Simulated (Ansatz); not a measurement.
# All-electron card of CsCl

```
CELL_PARAMETERS angstrom
4.12300 0.00000 0.00000
0.00000 4.12300 0.00000
0.00000 0.00000 4.12300
ATOMIC_POSITIONS crystal
Cs 0.00000 0.00000 0.00000
Cl 0.50000 0.50000 0.50000
```

Atoms are numbered in the order listed.

The conventional cell has a = 4.123 Å, b = 4.123 Å, c = 4.123 Å, α = 90.00°, β = 90.00°, γ = 90.00°. Cs (atom 1) is surrounded by 8 Cl at 3.57 Å. Cl (atom 2) has 8 Cs at 3.57 Å as nearest neighbours.

The cell is COD entry 9008789, as deposited and not checked against the literature; nothing was relaxed.

Spin–orbit coupling is left out, though it moves levels of the heavy atoms by tenths of an eV or more.

Levels of theory: DFT, PBE, all-electron LAPW, scalar-relativistic (Ansatz 0.2.0); DFT, PBE, PAW with Ansatz's default frozen-core files, scalar-relativistic (Ansatz 0.2.0).

For LAPW: a Γ-centred 6×6×6 k mesh, Fermi–Dirac smearing of 0.03 eV, basis error target 1 meV/atom, no spin polarisation. PAW takes a cutoff of 420 eV at this cell. The Ansatz runs share mesh, smearing and spin set-up. Values come from LAPW unless marked.

| Property | Result |
| --- | --- |
| Pressure at this cell | 1.00 GPa |
| Band gap | 5.27 eV, direct at Γ |
| Löwdin charges (with 0.08 e of the cell spilling out of the atomic basis, so their sizes and signs hang on that basis) | Cs1 0.81, Cl2 -0.73 e |
| Bader charges (from the PAW run) | Cs1 +0.83, Cl2 -0.83 e |
| Volume per atom | 236.5 bohr³ |
